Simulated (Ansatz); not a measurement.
# Relativity in Lu

```
Lu
1.0
    -1.94997    1.94997    1.94997
     1.94997   -1.94997    1.94997
     1.94997    1.94997   -1.94997
Lu
1
Cartesian
  0.0000 0.0000 0.0000
```

The structure comes from a relaxation in the same program, started in the bcc type, and has space group Im-3m. Whether it is a known phase or the ground state wasn't checked.

One fixed cell is solved with PBE by all-electron LAPW in Ansatz 0.2.0 under different relativistic treatments. Pressure is positive in compression.

Numerical set-up: a Γ-centred 15×15×15 k mesh, Fermi–Dirac smearing of 0.08 eV, basis error target 0.5 meV/atom, no spin polarisation.

| setting | P (GPa) | lowest level at Γ above −25 eV, from the valence-band top or, without a gap, the Fermi level (eV) |
| --- | --- | --- |
| scalar-relativistic | -0.01 | -6.12 |
| non-relativistic | 2.80 | -24.36 |
| with spin–orbit coupling | -0.39 | -24.90 |
